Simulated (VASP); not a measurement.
Crystal: CdSe.

```
CELL_PARAMETERS angstrom
0.00000 3.07027 3.07027
3.07027 0.00000 3.07027
3.07027 3.07027 0.00000
ATOMIC_POSITIONS crystal
Cd 0.00000 0.00000 0.00000
Se 0.75000 0.75000 0.75000
```

Measurements of this composition are mostly on another form, of space group No. 186.

* Program: VASP 6.6.1
* Task: relaxation of cell and atoms
* Functional: PBEsol
* Potentials or basis: VASP PAW PBE potentials, release 64 (Cd, Se)
* Cutoff: 600 eV
* k mesh: 8 × 8 × 8
* Occupations: gaussian, width 0.03 eV
* Spin: no spin polarisation

At the start: pressure -1.1 GPa; volume 28.94 Å³/atom.

Question: How do energy, volume and symmetry change on relaxing?

Answer: Over 3 steps the energy falls by 2.5 meV/atom and the volume is 28.27 Å³/atom (-2.3 %); space group F-43m (No. 216, to 0.05 Å).

The path:
```tsv
step	energy change (eV)	largest force (eV/Å)	pressure (GPa)	volume (Å³)
1	0.0000	0.0000	-1.15	57.88
2	-0.0045	0.0000	0.33	56.16
3	-0.0049	0.0000	0.02	56.53
```

Final structure:
```cif
data_structure
_symmetry_space_group_name_H-M 'P 1'
_symmetry_Int_Tables_number 1
_cell_length_a 4.3080
_cell_length_b 4.3080
_cell_length_c 4.3080
_cell_angle_alpha 60.000
_cell_angle_beta 60.000
_cell_angle_gamma 60.000
_cell_volume 56.53
loop_
_atom_site_label
_atom_site_type_symbol
_atom_site_fract_x
_atom_site_fract_y
_atom_site_fract_z
_atom_site_occupancy
Cd1 Cd 0.00000 0.00000 0.00000 1
Se1 Se 0.75000 0.75000 0.75000 1
```

Caveat: the PAW data sets were made with another functional, which shifts forces and pressure a little.
